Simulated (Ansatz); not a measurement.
The system is Re.

```xyz
2
Lattice="2.7608 0.0000 0.0000 -1.3804 2.3909 0.0000 0.0000 0.0000 4.4582" Properties=species:S:1:pos:R:3 pbc="T T T"
Re    1.3804    0.7970    3.3436
Re    0.0000    1.5939    1.1145
```

```yaml
Program: Ansatz 0.2.0
Task: single point
Functional: PBEsol
Potentials_or_basis: Ansatz PAW
Cutoff: "420 eV (not typed: the program's choice for these potentials)"
k_mesh: 11 × 11 × 6
Occupations: fermi-dirac, width 0.05 eV
Spin: no spin polarisation
```

On this cell: pressure -4.2 GPa; largest force under 0.003 eV/Å; band gap on the k mesh none (metal or under the smearing width).

The same run follows on a disturbed copy (atoms moved at random, drawn with an rms of 0.05 Å):

```
Re
1.0
     2.76080    0.00000    0.00000
    -1.38040    2.39092    0.00000
     0.00000    0.00000    4.45820
Re
2
Direct
  0.66519 0.31579 0.76407
  0.32984 0.66561 0.24409
```

Question: What changes?

Answer: The energy (extrapolated to zero smearing) moves by +9.8 meV/atom; pressure -2.8 GPa; largest force 0.478 eV/Å; band gap on the k mesh none (metal or under the smearing width).

Forces on the atoms (eV/Å):
```
Re  -0.153  0.210 -0.402
Re   0.153 -0.210  0.402
```

Stress tensor (GPa, compression positive):
```
-4.08  0.71  0.61
 0.71 -2.26 -0.88
 0.61 -0.88 -2.01
```

Caveats: the PAW data sets come from PBE, with cores solved anew for the run's functional, which leaves a small shift of forces and pressure.
